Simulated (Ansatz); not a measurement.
The system is PbS.

```xyz
4
Lattice="2.0800 -5.9913 0.0000 2.0800 5.9913 0.0000 0.0000 0.0000 4.2793" Properties=species:S:1:pos:R:3 pbc="T T T"
Pb    2.0800    4.4268    1.0698
Pb    2.0800   -4.4268    3.2095
S     2.0800    1.7399    1.0698
S     2.0800   -1.7399    3.2095
```

Measurements of this composition are mostly on another form, of space group No. 225.

- Program: Ansatz 0.2.0
- Task: relaxation of cell and atoms
- Functional: PBEsol
- Potentials or basis: all-electron LAPW, scalar-relativistic
- Basis error allowed: 0.002 eV/atom
- k mesh: 7 × 7 × 6
- Occupations: fermi-dirac, width 0.05 eV
- Spin: no spin polarisation

At the start: volume 26.66 Å³/atom.

Problem. How do energy, volume and symmetry change on relaxing?

Solution. Over 7 steps the energy falls by 8.7 meV/atom and the volume is 25.16 Å³/atom (-5.6 %); space group Cmcm (No. 63, to 0.05 Å).

Step by step:
| step | energy change (eV) | largest force (eV/Å) | volume (Å³) |
| --- | --- | --- | --- |
| 1 | 0.0000 | 0.0341 | 106.65 |
| 2 | -0.0190 | 0.0994 | 97.73 |
| 3 | -0.0342 | 0.0159 | 101.16 |
| 4 | -0.0347 | 0.0056 | 100.74 |
| 5 | -0.0347 | 0.0060 | 100.66 |
| 6 | -0.0347 | 0.0005 | 100.65 |
| 7 | -0.0348 | 0.0005 | 100.65 |

Final structure:
```
CELL_PARAMETERS angstrom
2.04914 -5.79907 0.00000
2.04914 5.79907 0.00000
0.00000 0.00000 4.23500
ATOMIC_POSITIONS crystal
Pb 0.12706 0.87294 0.25000
Pb 0.87294 0.12706 0.75000
S 0.35887 0.64113 0.25000
S 0.64113 0.35887 0.75000
```
